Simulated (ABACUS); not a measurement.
## Sn under changes of volume

One of the cells (27.650 Å³/atom); the others are scaled copies at fixed shape and fractional positions:

```
Sn
1.0
    -2.94014    2.94014    1.59930
     2.94014   -2.94014    1.59930
     2.94014    2.94014   -1.59930
Sn
2
Direct
  0.00000 0.00000 0.00000
  0.75000 0.25000 0.50000
```

* Program: ABACUS 3.10.1
* Functional: PBEsol
* Potentials or basis: PseudoDojo NC SR 0.4.1 PBEsol standard
* Cutoff: 993 eV
* Density cutoff: 3973 eV
* Basis: plane waves
* k mesh: 9 × 9 × 9
* Occupations: fermi-dirac, width 0.05 eV
* Spin: no spin polarisation

```csv
volume (Å³/atom),energy over the lowest point (meV/atom),pressure (GPa)
25.991,6.34,2.2
26.544,1.01,0.9
27.097,0.00,-0.3
27.650,2.82,-1.3
28.203,?,?
28.756,18.35,-3.1
29.309,30.37,-3.8
```

Q: What does the run at 28.203 Å³/atom give?

A: Energy over the lowest point 9.05 meV/atom; pressure -2.3 GPa.

Worked out: A Birch-Murnaghan fit of order 3 (a polynomial in V^(-2/3)) to the other rows has its minimum at 26.96 Å³/atom with B0 = V·E''(V) = 56 GPa and B' = 4.6 at fixed shape and positions, which overstates the stiffness. It gives 9.06 meV/atom at 28.203 Å³/atom, against the run's 9.05, and -dE/dV = -2.3 GPa, against -2.3.

Energies are extrapolated to zero smearing.
